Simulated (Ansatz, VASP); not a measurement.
## Re (ladder Re chain): VASP beside Ansatz

One calculation is typed for both programs; each brings its own data sets. How far apart do they land? The structure shown is the start of the Ansatz relaxation below; VASP solves that cell, so the two are compared at the walk's first step.

Calculated with Ansatz 0.2.0; plane waves, with VASP 6.6.1 beside it; single point at PBE.

### Step 1. Set-up

The cell holds 2 atoms: 2 Re. Cell: a = 9.000 Å, b = 7.500 Å, c = 2.955 Å, α = 90.0°, β = 90.0°, γ = 90.0°. Vacuum lies along a and b. The structure's axis is c.

Structure file:

```cif
data_structure
_symmetry_space_group_name_H-M 'P 1'
_symmetry_Int_Tables_number 1
_cell_length_a 9.0000
_cell_length_b 7.5000
_cell_length_c 2.9551
_cell_angle_alpha 90.000
_cell_angle_beta 90.000
_cell_angle_gamma 90.000
_cell_volume 199.47
loop_
_atom_site_label
_atom_site_type_symbol
_atom_site_fract_x
_atom_site_fract_y
_atom_site_fract_z
_atom_site_occupancy
Re1 Re 0.35974 0.50000 0.00000 1
Re2 Re 0.64026 0.50000 0.50000 1
```

### Step 2. Ansatz: relaxation, PBE

Ansatz runs on its default PAW (the set named soft_2) files.

The two programs are compared at the cell with which this relaxation starts, whose forces are those of its first step.

File input.yaml:

```yaml
crystal:
  lattice:
    - [9.0, 0.0, 0.0]
    - [0.0, 7.5, 0.0]
    - [0.0, 0.0, 2.95507]
  atoms:
    - { symbol: Re, position: [0.359737778, 0.5, 0.0], spin: 2.0 }
    - { symbol: Re, position: [0.640262222, 0.5, 0.5], spin: 2.0 }
magnetization:
  spin_polarized: true
kpoints:
  mp_grid: { grid: [1, 1, 28] }
scf:
  occupations: { method: fermi_dirac, width: 0.05 }
hamiltonian:
  xc: pbe
relax:
  cell: { fix: [a, b, alpha, beta, gamma] }
  max_steps: 60
```

Started as:

```bash
ansatz run input.yaml --threads 4 --pin off --max-ram 8192MiB --backend cpu --events-out ev --progress --plain --runs-dir out
```

Numbers of over 12 decimals in the logs are rounded to 6 here.

The log of the run:

```text
Engine: ansatz 0.2.0, x86_64-unknown-linux-gnu
Pseudopotentials: kind: paw
Pseudopotential: Re, paw, valence charge 15, recommended cutoff 420 eV (normal), Re.paw.azcp
Functional definition: PBE
  parameter kappa = 0.804
  parameter beta = 0.066725
  exchange = pbe_x(kappa = kappa, mu = beta*pi^2/3)
  correlation = pbe_c(beta = beta)
Crystal: 2 atoms, lattice volume = 199.467 Å³
Basis set: ecut = 420 eV, 3871 PW (Γ), exchange–correlation on 128×108×40 points (8 copies of the dense FFT grid, shifted against one another)
Bands: 21, of which v1, the nominal top of the filled ones, is band 15 counted from 1 (14 counted from 0)
Symmetry: 8 space group operations
Space group: Pmma (ITA 51), of the structure as read, at distance tolerance 5.8e-5 Å
Magnetic group: BNS 51.289 (UNI 387), of the structure as read, at distance tolerance 5.8e-5 Å
k-points: 15 of 28
Non-local potential: Re, projectors of the file, l = 0: 3, l = 1: 2, l = 2: 2, l = 3: 1
PAW form: soft (Blöchl's): semilocal exchange-correlation on the pseudo side does not see the compensation charge
PAW one-centre angular grid: Re, 590 points (default); XC on 64 Gauss nodes
Initial density: superposition of atomic densities (neutral atoms: chi_scale 0, normalization atom)
Starting moments: Σ|m| = 4 μB on 2 of 2 sites
Initial wavefunctions: pseudopotential atomic-orbital guess
Functional: x = pbe(κ = 0.804, μ = 0.219515), c = pbe(β = 0.066725)
SCF iter   1: F=—  HF=-21725.751291 eV  |F-HF|=—  |Δ(HF+E_count)|=         —  Δρ=1.68e-2 (↑1.45e-2 ↓1.68e-2)  dr2=3.09e0  dr2_m=2.42e-1  M=3.780 μB ∫|m|=3.780 μB  β_m=0.30  ethr=3.10e-3  ⟨swp⟩=5.7  Hψ=2797  notcnv=0
Mixer restart at iter 1: flushing history
preconditioner: auto → LDOS  [metal: Δε(μ)=0.004 eV  Ē_g=3.372 eV  σ=0.050 eV  W_gap=0.02  n_scr=20 (ndim 8)  ℏωp=9.8 eV  f_vac=0.563  D(μ)=4.95/eV (n_scr^D=22)]
spin=Collinear: LDOS preconditioning applied to the charge; magnetization (m = ρ↑ − ρ↓) channel mixes plain (no charge-response kernel on spin).
SCF iter   2: F=—  HF=-21725.388192 eV  |F-HF|=—  |Δ(HF+E_count)|=   3.63e-1  Δρ=1.20e-2 (↑1.02e-2 ↓1.20e-2)  dr2=8.86e-1  dr2_m=1.47e-1  M=3.825 μB ∫|m|=3.826 μB  β_m=0.48  ethr=3.10e-3  ⟨swp⟩=2.1  Hψ=1239  notcnv=0  defer=2
SCF iter   3: F=—  HF=-21725.404347 eV  |F-HF|=—  |Δ(HF+E_count)|=   1.62e-2  Δρ=5.07e-3 (↑5.07e-3 ↓5.03e-3)  dr2=5.81e-2  dr2_m=3.24e-2  M=3.882 μB ∫|m|=3.890 μB  β_m=0.69  ethr=2.95e-3  ⟨swp⟩=2.1  Hψ=1005  notcnv=0  defer=2
SCF iter   4: F=—  HF=-21725.485423 eV  |F-HF|=—  |Δ(HF+E_count)|=         —  Δρ=2.26e-3 (↑2.26e-3 ↓1.91e-3)  dr2=9.56e-3  dr2_m=5.28e-3  M=4.071 μB ∫|m|=4.090 μB  β_m=0.69  ethr=1.94e-4  ⟨swp⟩=3.1  Hψ=1363  notcnv=0
Mixer restart at iter 4: flushing history
SCF iter   5: F=—  HF=-21725.492207 eV  |F-HF|=—  |Δ(HF+E_count)|=   6.78e-3  Δρ=1.47e-3 (↑1.47e-3 ↓1.18e-3)  dr2=4.17e-3  dr2_m=2.29e-3  M=4.142 μB ∫|m|=4.164 μB  β_m=0.79  ethr=3.19e-5  ⟨swp⟩=2.3  Hψ=1047  notcnv=0
SCF iter   6: F=—  HF=-21725.495762 eV  |F-HF|=—  |Δ(HF+E_count)|=   3.56e-3  Δρ=3.87e-4 (↑3.87e-4 ↓2.47e-4)  dr2=1.70e-3  dr2_m=7.15e-5  M=4.245 μB ∫|m|=4.271 μB  β_m=0.72  ethr=1.39e-5  ⟨swp⟩=2.6  Hψ=1230  notcnv=0
SCF iter   7: F=—  HF=-21725.495418 eV  |F-HF|=—  |Δ(HF+E_count)|=   3.44e-4  Δρ=2.06e-4 (↑1.61e-4 ↓2.06e-4)  dr2=7.38e-5  dr2_m=3.68e-5  M=4.260 μB ∫|m|=4.287 μB  β_m=0.86  ethr=5.67e-6  ⟨swp⟩=2.1  Hψ=977  notcnv=0
SCF iter   8: F=—  HF=-21725.495478 eV  |F-HF|=—  |Δ(HF+E_count)|=   6.04e-5  Δρ=9.48e-5 (↑9.48e-5 ↓7.54e-5)  dr2=1.48e-5  dr2_m=1.06e-5  M=4.255 μB ∫|m|=4.282 μB  β_m=0.80  ethr=2.46e-7  ⟨swp⟩=2.0  Hψ=1023  notcnv=0
SCF iter   9: F=—  HF=-21725.495486 eV  |F-HF|=—  |Δ(HF+E_count)|=   7.92e-6  Δρ=3.35e-5 (↑3.35e-5 ↓2.91e-5)  dr2=8.03e-7  dr2_m=1.58e-6  M=4.260 μB ∫|m|=4.288 μB  β_m=0.90  ethr=4.93e-8  ⟨swp⟩=2.2  Hψ=895  notcnv=0
SCF iter  10: F=—  HF=-21725.495489 eV  |F-HF|=—  |Δ(HF+E_count)|=   2.85e-6  Δρ=1.16e-5 (↑1.16e-5 ↓1.09e-5)  dr2=1.11e-7  dr2_m=1.98e-7  M=4.263 μB ∫|m|=4.291 μB  β_m=0.95  ethr=2.68e-9  ⟨swp⟩=2.4  Hψ=1110  notcnv=0
SCF iter  11: F=—  HF=-21725.495490 eV  |F-HF|=—  |Δ(HF+E_count)|=   5.81e-7  Δρ=4.53e-6 (↑4.53e-6 ↓3.77e-6)  dr2=1.84e-8  dr2_m=2.69e-8  M=4.265 μB ∫|m|=4.293 μB  β_m=0.98  ethr=3.70e-10  ⟨swp⟩=3.0  Hψ=1283  notcnv=0
SCF iter  12: F=-21725.495490 eV  HF=-21725.495490 eV  |F-HF|=7.42e-10  |Δ(HF+E_count)|=   2.02e-8  Δρ=6.97e-7 (↑6.97e-7 ↓3.70e-7)  dr2=1.72e-9  dr2_m=2.49e-10  M=4.266 μB ∫|m|=4.294 μB  ethr=6.12e-11  ⟨swp⟩=1.6  Hψ=2129  notcnv=0
SCF 1 converged in 12 iterations: F = -21725.495490 eV  dr2 = 1.72e-9
  greatest PAW one-centre occupation: 1.000 electrons in one spin orbital (limit 2), on the Re atom at site 1 (counted from 0), in its partial waves of l = 0
[...]
SCF iter   8: F=-21728.557632 eV  HF=-21728.557632 eV  |F-HF|=7.97e-10  |Δ(HF+E_count)|=   2.42e-8  Δρ=4.93e-7 (↑4.13e-7 ↓4.93e-7)  dr2=4.57e-10  dr2_m=3.12e-10  M=0.972 μB ∫|m|=0.981 μB  ethr=1.65e-11  ⟨swp⟩=1.1  Hψ=2150  notcnv=0
SCF 7 converged in 8 iterations: F = -21728.557632 eV  dr2 = 4.57e-10
relax step   7: F+E_penalty+E_count = -21728.55763228 eV  Δ(F+E_penalty+E_count) = -7.046e-4 eV  max|allowed force component| = 4.945e-2 eV/Å  Δτ_max = 0.0066 Å  P = -0.009 GPa  Ω = 214.197 Å³  energy of the carried Pulay correction = -1.667e-3 eV  fix = [a, b, alpha, beta, gamma]  reactions: a +0.257, b -0.268 GPa  (8 SCF iters, dr2 threshold 2.00e-7 eV, accepted)
[...]
relax step   8: F+E_penalty+E_count = -21728.55777117 eV  Δ(F+E_penalty+E_count) = -1.389e-4 eV  max|allowed force component| = 5.892e-4 eV/Å  Δτ_max = 0.0018 Å  P = -0.020 GPa  Ω = 213.830 Å³  energy of the carried Pulay correction = -1.627e-3 eV  fix = [a, b, alpha, beta, gamma]  reactions: a +0.200, b -0.268 GPa  (7 SCF iters, dr2 threshold 1.53e-7 eV, accepted)
[...]
relax step   9: F+E_penalty+E_count = -21728.56002946 eV  Δ(F+E_penalty+E_count) = -2.258e-3 eV  max|allowed force component| = 1.975e-3 eV/Å  Δτ_max = 0.0000 Å  P = -0.012 GPa  Ω = 213.830 Å³  fix = [a, b, alpha, beta, gamma]  reactions: a +0.205, b -0.264 GPa  stress off target by 2.27e-2 GPa on what of the cell is left free  SCF on the basis re-selected at this cell (its energy is not comparable with the rows above)  (9 SCF iters)
basis re-selected at this cell: Δ(F+E_penalty+E_count) = -2.258e-3 eV, ΔP = +0.008 GPa vs the last step (what re-selecting the basis moved, of the pressure what is left beyond the Pulay correction that the steps carried, after the strain that the cell walked since its last selection, with what the two solves' SCF thresholds leave and, on support functions, any second-order correction that the steps lacked; it is no measure of the basis error at this ecutwfc). The dense FFT grid was sized anew with the basis: this SCF ran on 64×54×24 points, the steps before it on 64×54×20, so part of this shift can come from that change (see relax.cell in the input reference). [rest of the remark cut]
SCF converged after 9 iterations
Magnetization: 0.9739 μB (15.4870 up, 14.5130 down)
Absolute magnetization: 0.9830 μB (∫|ρ↑−ρ↓|, with the PAW one-centre terms)
Spin contamination: 0.0156 ħ² per cell (⟨S²⟩ above its minimum at these occupations)
Per-site moments (μB) at R_I (Å): [(0.215766, 0.922608), (0.215766, 0.922608)]
Free energy (F): -21728.560029 eV
Harris-Foulkes:  -21728.560029 eV  (|F-HF|=9.09e-11)
Internal energy: -21728.535903 eV  (E = F + TS)
E sigma→0 (E₀):  -21728.547966 eV
Entropy (-TS):   -0.024127 eV (-12.063 meV/atom)
Fermi energy:    -0.085796 eV
--- Per-component energies (eV) ---
  E_band       = -871.309249
  E_kinetic    = 1071.649882
  E_local      = -7899.697231  (includes V_loc(G=0)·N_el)
  E_nonlocal   = 109.131502
  E_hartree    = 3367.043409
  E_xc         = -798.339506
  E_vxc        = -595.289991  (∫ρ·V_xc dr)
  E_paw        = -17321.292501  (= ΣΔE_a)
  E_vpaw       = -291.190155  (= ΣTr[D̂ρ^β])
  E_aug_tail   = -0.000149  (compensation charges beyond the density's cutoff)
  E_ewald      = -257.031310
  E_smearing   = -0.024127  (= −TS)
  E_closure    = -0.000000  (closes the sum)
  Σ components = -21728.560029   (vs F -21728.560029, Δ=0.00e0)
--- Forces (eV/Å), atoms counted from 1 ---
  atom   1  Re     0.00197521     0.00000000     0.00000000
  atom   2  Re    -0.00197521     0.00000000     0.00000000
  max |Σ_I F_I| component: 4.34e-19 eV/Å
--- Stress (GPa, compression-positive) ---
        0.204518       0.000000       0.000000
        0.000000      -0.264306       0.000000
        0.000000       0.000000       0.022671
  P = ⅓ Tr σ = -0.0124 GPa (-0.124 kbar)
--- Relaxed structure (8 steps of the walk, 8 accepted, 1 SCFs on fresh bases) ---
  F+E_penalty+E_count = -21728.56002946 eV   max|allowed force component| = 1.975e-3 eV/Å   (the final SCF, on the basis selected at the relaxed cell)
  cell:  # Å, volume = 213.8301 Å³
    - [9.0, 0.0, 0.0]
    - [0.0, 7.5, 0.0]
    - [0.0, 0.0, 3.167854]
  atoms:
    - { symbol: Re, position: [0.412270, 0.5, 0.0] }
    - { symbol: Re, position: [0.587730, 0.5, 0.500000] }
```

Reading the cycles: dr2 is the Hartree energy of the density residual (eV), the measure of convergence; HF is the Harris–Foulkes estimate of the energy, which meets the free energy F at convergence.

### Step 3. VASP: single point, PBE, start cell

The same cell, functional, mesh and smearing now go to VASP, with its own data sets.

Lines of VASP's logs that name or quote its potential files are left out, and so is its time.

File INCAR:

```
SYSTEM = Re
PREC = Accurate
ENCUT = 520
EDIFF = 1E-06
NELM = 200
ISMEAR = -1
SIGMA = 0.05
LREAL = .FALSE.
ALGO = Normal
GGA = PE
NBANDS = 15
ISPIN = 2
MAGMOM = 0.22 0.22
LASPH = .TRUE.
LMAXMIX = 4
LORBIT = 11
LWAVE = .FALSE.
LCHARG = .FALSE.
ISIF = 2
GGA_COMPAT = .FALSE.
```

File POSCAR:

```
Re
1.0
    9.0000000000      0.0000000000      0.0000000000
    0.0000000000      7.5000000000      0.0000000000
    0.0000000000      0.0000000000      2.9550700000
Re
2
Direct
    0.3597377778      0.5000000000      0.0000000000
    0.6402622222      0.5000000000      0.5000000000
```

File KPOINTS:

```
Automatic mesh
0
Gamma
1 1 28
0 0 0
```

The projector-augmented-wave data sets are Re (PBE family, release 64).

Started as:

```bash
mpirun -np 1 vasp_std
```

The log of the run:

```text
[banner, memory and clock lines left out]
running    1 mpi-ranks, on    1 nodes
 distrk:  each k-point on    1 cores,    1 groups
 distr:  one band on    1 cores,    1 groups

 POSCAR found type information on POSCAR Re
 POSCAR found :  1 types and       2 ions
 LDA part: xc-table for (Slater+PW92), standard interpolation
 POSCAR, INCAR and KPOINTS ok, starting setup
 FFT: planning ... GRIDC
 FFT: planning ... GRID_SOFT
 FFT: planning ... GRID
 WAVECAR not read
 entering main loop
       N       E                     dE             d eps       ncg     rms          rms(c)
DAV:   1     0.369263900512E+02    0.36926E+02   -0.41717E+03  1540   0.687E+02
DAV:   2    -0.107136872328E+02   -0.47640E+02   -0.40870E+02  1592   0.173E+02
DAV:   3    -0.150036043760E+02   -0.42899E+01   -0.36821E+01  1634   0.565E+01
DAV:   4    -0.152270967430E+02   -0.22349E+00   -0.18305E+00  1566   0.979E+00
DAV:   5    -0.152382113024E+02   -0.11115E-01   -0.10682E-01  1547   0.220E+00    0.126E+01
DAV:   6    -0.138166386418E+02    0.14216E+01   -0.29967E+00  1768   0.313E+01    0.255E+00
DAV:   7    -0.137634989888E+02    0.53140E-01   -0.51921E-01  1638   0.953E+00    0.255E+00
DAV:   8    -0.138259556828E+02   -0.62457E-01   -0.94309E-02  1276   0.167E+00    0.235E+00
DAV:   9    -0.138884011825E+02   -0.62445E-01   -0.12556E-01  1427   0.241E+00    0.177E+00
DAV:  10    -0.140236134462E+02   -0.13521E+00   -0.80032E-02  1526   0.265E+00    0.108E+00
DAV:  11    -0.141186915447E+02   -0.95078E-01   -0.45115E-02  1590   0.255E+00    0.649E-01
DAV:  12    -0.141912035493E+02   -0.72512E-01   -0.66849E-02  1306   0.181E+00    0.471E-01
DAV:  13    -0.142131659507E+02   -0.21962E-01   -0.36225E-02  1437   0.124E+00    0.253E-01
DAV:  14    -0.142144277828E+02   -0.12618E-02   -0.56545E-03  1308   0.684E-01    0.210E-01
DAV:  15    -0.142155185830E+02   -0.10908E-02   -0.27611E-03  1383   0.420E-01    0.624E-02
DAV:  16    -0.142156158911E+02   -0.97308E-04   -0.23663E-04  1473   0.138E-01    0.295E-02
DAV:  17    -0.142156598401E+02   -0.43949E-04   -0.83790E-05  1184   0.732E-02    0.161E-02
DAV:  18    -0.142156797685E+02   -0.19928E-04   -0.22009E-05  1330   0.467E-02    0.112E-02
DAV:  19    -0.142156827941E+02   -0.30256E-05   -0.12539E-05  1185   0.351E-02    0.418E-03
DAV:  20    -0.142156774658E+02    0.53284E-05   -0.13993E-05  1071   0.296E-02    0.416E-03
DAV:  21    -0.142156765293E+02    0.93646E-06   -0.24646E-06  1066   0.140E-02
   1 F= -.14215677E+02 E0= -.14195151E+02  d E =-.410511E-01  mag=     4.2803
```

(Part 1 of 2 ends here.)

[Lines on the potential files, build, host, timing and source positions are cut from VASP's logs without a mark.]

[Logs are printed without paths, hosts, clocks, repeated set-up lines and the standing remarks that a program may print on its own settings, such as how far it seeks lower states.]

[Hosts, paths, dates, database ids (printed as entryN), source tags and the programs' standing remarks are cut or masked in the printed files.]
